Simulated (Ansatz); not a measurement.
A series in volume ratio on La2O3

All results are calculated (Ansatz 0.2.0). Plane-wave density functional theory, PAW datasets, Gaussian smearing 0.05 eV: equation of state, the given cell scaled in volume with shape and atoms relaxed at each volume.

The cell before it is scaled or strained:
```
La2O3
1.0
      6.3561     0.0000     0.0000
     -3.1781     5.5046     0.0000
      0.0000     0.0000     3.2772
La O
2 3
Direct
  0.33330 0.66670 0.49960
  0.66670 0.33330 0.50040
  0.50000 0.50000 0.00000
  0.50000 0.00000 0.00000
  0.00000 0.50000 0.00000
```

Settings of every row: paw set soft_2; functional r2SCAN; spin treatment none; moment partition spheres; spin axis none; wave cutoff 500 eV; k mesh 4x4x8; symmetry use detected.

Atom hubbard u: 0 on all atoms.

Limits: the potential is rough where the density is thin (voids or gaps).

```csv
row,volume ratio,V (Å³/atom),pressure (GPa),energy above given cell (meV per atom)
1,0.96,22.015,3.921,10.88
2,0.98,22.474,?,?
3,1,22.932,0.023,0
4,1.02,23.391,-1.707,2.48
5,1.04,23.85,-3.262,9.63
6,1.07,24.538,-5.333,28.19
```

Question: what pressure and energy above given cell should row 2 give?

Worked fit of pressure. Take u = (V_r/V)^(2/3) − 1 with V_r = 23.391 Å³ an atom, which is twice the finite (Eulerian) strain; such expansions in the strain, on which the Birch-Murnaghan equation of state is built, carry the rest volume and the bulk modulus. The shown rows have u = 0.04125, 0.0133, 0, -0.01287, -0.03141. Least squares give pressure = −1.6984 + 124.684 × u + 281.69 × u² GPa; a straight line predicts inner rows, each left out in turn, worse (root mean square 0.18 against 0.016 GPa). The rows lie off it by -0.003, 0.013, -0.009, -0.006, 0.004 (root mean square 0.0079 GPa). The pressure vanishes at u = 0.0132, or V = 22.93 Å³ an atom, and there the bulk modulus with shape and atoms relaxed is B = −V dP/dV = (2/3)(1 + u) dP/du = 89.3 GPa. The withheld row has u = 0.02702, so the fit gives −1.6984 + 124.684 × (0.02702) + 281.69 × (0.02702)² = 1.876 GPa.

The calculation gave 1.872 GPa. The fit lies 0.004 GPa (0.043 % of the column's range) above it; its largest miss of a shown row is 0.013 GPa.

Worked fit of energy above given cell. Take u = (V_r/V)^(2/3) − 1 with V_r = 23.391 Å³ an atom, which is twice the finite (Eulerian) strain; such expansions in the strain, on which the Birch-Murnaghan equation of state is built, carry the rest volume and the bulk modulus. The shown rows have u = 0.04125, 0.0133, 0, -0.01287, -0.03141. Least squares give energy above given cell = 2.487 − 376.27 × u + 14059 × u² meV per atom; a straight line predicts inner rows, each left out in turn, worse (root mean square 8.9 against 0.039 meV per atom). The rows lie off it by -0.01, 0.03, -0.01, -0.03, 0.01. Its lowest point lies at u = 0.0134, or V = 22.93 Å³ an atom, and the curvature there gives the bulk modulus with shape and atoms relaxed, B = (4/9)(1 + u)² E″(u)/V = 89.7 GPa. The withheld row has u = 0.02702, so the fit gives 2.487 − 376.27 × (0.02702) + 14059 × (0.02702)² = 2.58 meV per atom.

The calculation gave 2.64 meV per atom. The fit lies 0.06 meV per atom (2.3 % of the value, 0.21 % of the column's range) below it; its largest miss of a shown row is 0.03 meV per atom.
